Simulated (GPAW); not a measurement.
# Si (P-1) in GPAW: reference runs

Aim: a first look at Si with PBE, on the cell as given.

Program: GPAW 26.7.0. These are calculated values, not measurements. Logs are shortened: lines on timing, memory, paths and dates and some standing lists are left out, and cuts for length are marked. The log counts tension as positive stress, the text compression.

### Step 1. The cell of the first run

The typed cell holds 1 atom: a = 2.663 Å, b = 2.615 Å, c = 2.488 Å, α = 88.18°, β = 90.31°, γ = 122.18°.

This isn't the form of Si at room conditions, which is diamond.

### Step 2. Single point, PBE (cell sheared at random, sigma 0.03, atoms nudged by 0.01 Å)

Contents of run.py:

```python
from ase import Atoms
from ase.dft.bandgap import bandgap
from ase.io import write
from ase.units import Bohr, GPa
from gpaw import GPAW, PW
from gpaw.elf import elf_from_dft_calculation

atoms = Atoms(['Si'],
              cell=[[2.6622503, -0.03624233, -0.00683095],
                    [-1.36251193, 2.23176068, 0.04189651],
                    [-0.00642903, 0.04181964, 2.48776073]],
              scaled_positions=[[0.0, 0.0, 0.0]],
              pbc=True)

calc = GPAW(mode=PW(600),
            xc='PBE',
            kpts={'size': (12, 12, 11), 'gamma': True},
            occupations={'name': 'fermi-dirac', 'width': 0.05},
            nbands=8,
            convergence={'density': 1e-05, 'energy': 1e-05},
            maxiter=150,
            txt='gpaw.txt')
atoms.calc = calc
energy = atoms.get_potential_energy()
forces = atoms.get_forces()
stress = atoms.get_stress()
calc.write('gs.gpw')
write('result.traj', atoms)
print(f'Energy: {energy:.6f} eV')
print('Forces (eV/A):')
print(forces.round(4))
print('Stress (GPa):', (stress / GPa).round(3))
print('Fermi level:', round(calc.get_fermi_level(), 4), 'eV')
print(f'Gap: {bandgap(calc)[0]:.4f} eV, direct: {bandgap(calc, direct=True)[0]:.4f} eV')

# fields on the real-space grid
write('density.cube', atoms, data=calc.get_pseudo_density() * Bohr**3)
write('potential.cube', atoms, data=calc.get_electrostatic_potential())
write('elf.cube', atoms, data=elf_from_dft_calculation(calc).data)
```

Potentials or basis: GPAW PAW data sets (gpaw-data 1.2.1), pw.

Launch:

```console
$ OMP_NUM_THREADS=1 python run.py
```

gpaw.txt:

```text
__  _  _
 | _ |_)|_||  |
 |__||  | ||/\| - 26.7.0

Input parameters:
  mode=PW(ecut=600.0),
  convergence={'density': 1e-05, 'energy': 1e-05},
  kpts=MonkhorstPack(size=(12, 12, 11), gamma=True),
  maxiter=150,
  nbands=8,
  occupations=Occupations(name='fermi-dirac', width=0.05),
  xc=XC(name='PBE')

Diagonalizing LCAO Hamiltonian
Converting LCAO to pw mode

       Si

Atoms  # Å, Bohr magnetons
|   | symbol |        x |        y |        z |    initial magnetic moments |
|---|--------|----------|----------|----------|-----------------------------|
| 0 |     Si | 0.000000 | 0.000000 | 0.000000 | ( 0.0000,  0.0000,  0.0000) |

Unit cell  # Å
| periodic |         x |         y |         z |  lengths |     angles |
|----------|-----------|-----------|-----------|----------|------------|
|      yes |  2.662250 | -0.036242 | -0.006831 | 2.662506 |  88.182938 |
|      yes | -1.362512 |  2.231761 |  0.041897 | 2.615139 |  90.308119 |
|      yes | -0.006429 |  0.041820 |  2.487761 | 2.488121 | 122.182457 |

Number of symmetries: 2
Symmetry operations  # r_c * U_cc + t_c -> r_c
|   | kind |            matrix            |
|---|------|------------------------------|
| 0 |  E   |  1, 0, 0,  0, 1, 0,  0, 0, 1 |
| 1 |  i   | -1, 0, 0,  0,-1, 0,  0, 0,-1 |

BZ-sampling:
  Number of BZ points: 1584
  Number of IBZ points: 794

  Monkhorst-Pack size: [12, 12, 11]
  Monkhorst-Pack shift: [0.041666666666666664, 0.041666666666666664, 0.0]

K-points  # in reciprocal-cell coordinates
|     |                                coordinates |     weight |
|-----|--------------------------------------------|------------|
|   0 | ( -0.00000000,  -0.00000000,   0.00000000) | 0.00063131 |
|   1 | ( -0.00000000,  -0.00000000,   0.09090909) | 0.00126263 |
|   2 | ( -0.00000000,  -0.00000000,   0.18181818) | 0.00126263 |
|   3 | ( -0.00000000,  -0.00000000,   0.27272727) | 0.00126263 |
|   4 | ( -0.00000000,  -0.00000000,   0.36363636) | 0.00126263 |
|   5 | ( -0.00000000,  -0.00000000,   0.45454545) | 0.00126263 |
|   6 | ( -0.00000000,   0.08333333,  -0.45454545) | 0.00126263 |
|   7 | ( -0.00000000,   0.08333333,  -0.36363636) | 0.00126263 |
|   8 | ( -0.00000000,   0.08333333,  -0.27272727) | 0.00126263 |
|   9 | ( -0.00000000,   0.08333333,  -0.18181818) | 0.00126263 |
| ... |                                            |            |
| 793 | (  0.50000000,   0.50000000,   0.45454545) | 0.00126263 |

Plane wave coefficients: 500
Cutoff: 600.0 eV

Spin-components: 1 (collinear spins)
Bands:           8
Projectors:      5
Spin-degeneracy: 2
Datatype:        complex128

Parallelization:
  kpt:    1
  domain: 1
  band:   1

Density:
  Valence electrons: 4.0
  Components: 1
  Grid points: [16 15 15]
  Charge: 0.0  # |e|

Potential:
  Grid points: [16 15 15]

species:
  Si:
    name:    Silicon
    Z:       14.0
    valence: 4
    core:    10
    charge:  0.0  # [|e|]
    compensation charges:
      type: gauss
      rc: 0.33  # [Å]
      lmax: 2
    cutoffs:
      filter: 1.86  # [Å]
      core: 2.06  # [Å]
    projectors
    | kind |    occ | energy [eV] | rcut [Å] |
    |------|--------|-------------|----------|
    |   3s |  2.000 |     -10.812 |    1.058 |
    |   3p |  2.000 |      -4.081 |    1.058 |
    |    s |        |      16.399 |    1.058 |
    |    p |        |      23.130 |    1.058 |
    |    d |        |       0.000 |    1.058 |

    Using partial waves for Si as LCAO basis

Reference energy: -7886.344250  # eV

eigensolver:
  PPCG
  Converge bands: occupied
  niter=2

density mixing:
  MSR1-Mixer
  Pratt-step length: 0.05
  Maximum mixing coefficient: 0.75
  Old densities: 10
  SVD Regularization: 0.005
  Good broyden scale: 1.0
  Trust region scale: 1.0
  Backstep threshold: 4.0
  History deletion threshold: 6.0
  Fourier metric: weight=20.0, sigma=0.015

occupation numbers:
  Fermi-Dirac:
    width: 0.0500  # eV

poisson solver:
  ecut: 4800.0  # eV

xc functional:
  name: PBE with 2 nearest neighbor stencil

convergence criteria:
- Maximum integral of absolute [dens]ity change: 1e-05 electrons / valence electron
- Maximum [total energy] change in last 3 cyles: 1e-05 eV / valence electron
- Maximum integral of absolute [eigenst]ate change: 4e-08 eV^2 / valence electron
maximum number of iterations: 150

SCF iterations
|iter     | |      energy | eigst |  dens |
|---------|-|-------------|-------|-------|
|iter:   1| |   -5.065053 | -0.09 |       |
|iter:   2| |   -5.068059 | -3.11 | -1.14 |
|iter:   3| |   -5.084566 | -3.32 | -1.16 |
|iter:   4| |   -5.086494 | -4.08 | -1.65 |
|iter:   5| |   -5.086489 | -6.62 | -2.84 |
|iter:   6| |   -5.086489c| -8.54c| -3.68 |
|iter:   7| |   -5.086489c| -8.71c| -4.17 |
|iter:   8| |   -5.086489c| -9.43c| -5.21c|

Converged in 8 steps
Energy contributions relative to reference atoms: (reference = -7886.344250)

Energy contributions:
  Kinetic:           5.945791
  Coulomb:          -4.214077
  Zero:             -0.019386
  External:          0.000000
  Xc:               -6.797591
  Entropy:          -0.002454
  Spinorbit:         0.000000
  ----------------------------
  Free energy:      -5.087716
  Extrapolated:     -5.086489

dipole moment: (-2.817380, -4.873878, -5.495793)  # |e|*Ang

Fermi level: 9.002
Eigenvalues  # (at kpt = [-0.000, -0.000, 0.000])
| band index |      eig [eV] | occ [0-2] |
|------------|---------------|-----------|
|          0 |        -5.155 |     2.000 |
|          1 |        16.383 |     0.000 |
|          2 |        16.639 |     0.000 |
|          3 |        19.042 |     0.000 |
|          4 |        20.204 |     0.000 |
|          5 |        20.603 |     0.000 |
|          6 |        22.335 |     0.000 |
|          7 |        27.254 |     0.000 |

No gap
No difference between direct/indirect transitions

Forces  # eV/Ang
|       x |       y |       z |
|---------|---------|---------|
| 0.00000 | 0.00000 | 0.00000 |  # Si   0

Stress tensor  # eV/Ang^3
|         x |         y |         z |
|-----------|-----------|-----------|
| -0.027256 | -0.016720 |  0.000078 |
| -0.016720 | -0.031105 |  0.015591 |
|  0.000078 |  0.015591 | -0.014707 |

# Writing to gs.gpw (mode='')
```

It took 40 s on 1 thread of Arm Neoverse V2, shared host; peak memory 0.23 GiB.

Results:

* Free energy: -5.0877 eV
* Pressure: 3.9 GPa
* Band gap on the k mesh: none (metal or under the smearing width)
